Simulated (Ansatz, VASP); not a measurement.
Given: the input of a run of Ansatz 0.2.0 on CuO (Tenorite).

input.yaml

```yaml
crystal:
  lattice:
    - [2.3906352041, -1.7470046099, 0.0]
    - [2.3906352041, 1.7470046099, 0.0]
    - [-0.877432255, 0.0, 5.1586662202]
  atoms:
    - { symbol: Cu, position: [0.4968, 0.0032, 0.5] }
    - { symbol: Cu, position: [0.0032, 0.4968, 0.0] }
    - { symbol: O, position: [0.4056, 0.5714, 0.7537] }
    - { symbol: O, position: [0.5714, 0.4056, 0.2537] }
kpoints:
  mp_grid: { grid: [10, 10, 5] }
scf:
  occupations: { method: fermi_dirac, width: 0.05 }
hamiltonian:
  xc: lda
  pseudopotentials: { kind: all_electron, lapw: { basis_error: 0.002 } }
output:
  forces: true
  stress: true
  eigenvalues: true
```

Potentials or basis: all-electron LAPW, scalar-relativistic.

Run with:

```bash
$ ansatz run input.yaml --threads 2 --pin off --max-ram 6144MiB --backend cpu --events-out ev --progress --plain --runs-dir out
```

Set up the same calculation for VASP 6.6.1. Potentials there: VASP PAW LDA potentials, release 64 (Cu, O).

As run (the cutoff follows the program's own potentials):

The input INCAR:

```
SYSTEM = CuO
  ALGO = Normal
  EDIFF = 1E-6
  ENCUT = 520
  ISIF = 2
  ISMEAR = -1
  LASPH = .True.
  LCHARG = .True.
  LELF = .True.
  LREAL = .False.
  LVHAR = .True.
  LWAVE = .False.
  NBANDS = 25
  NELM = 100
  PREC = Accurate
  SIGMA = 0.05
```

KPOINTS

```
k-points
0
Gamma
  10 10 5
  0 0 0
```

The input POSCAR:

```
CuO
1.0
    2.3906352041     -1.7470046099      0.0000000000
    2.3906352041      1.7470046099      0.0000000000
   -0.8774322550      0.0000000000      5.1586662202
Cu O
2 2
Direct
    0.4968000000      0.0032000000      0.5000000000
    0.0032000000      0.4968000000      0.0000000000
    0.4056000000      0.5714000000      0.7537000000
    0.5714000000      0.4056000000      0.2537000000
```

Potentials or basis: VASP PAW LDA potentials, release 64 (Cu, O).

Command:

```sh
$ cat potpaw_LDA.64/Cu/POTCAR potpaw_LDA.64/O/POTCAR > POTCAR
$ mpirun -np 1 vasp_std > vasp.out
```

Both were run:

|  | VASP | Ansatz | Ansatz less VASP |
| --- | --- | --- | --- |
| gap on the k mesh at the Fermi level (eV) | none | none | - |
| pressure (GPa) | -17.0 | -17.6 | -0.53 |
| largest component of the traceless stress (GPa) | 5.17 | 5.45 | +0.279 |
| rms of the force components (eV/Å) | 0.389 | 0.392 | +0.0021 |

Atom by atom the forces differ by 0.017 eV/Å (rms over components). A gap of «none» marks a metal or a gap that the smearing closes. Ansatz ran all-electron here, so the differences hold the error of VASP's frozen core and of both bases.

Caveats: the run has no spin polarisation, though such a crystal can be magnetic; semilocal functionals often make such compounds metallic where correlation or magnetic order opens a gap, which also shifts bond lengths; so large a pressure means that the cell lies far from this level's equilibrium, or that cutoff or potentials fall short (VASP).
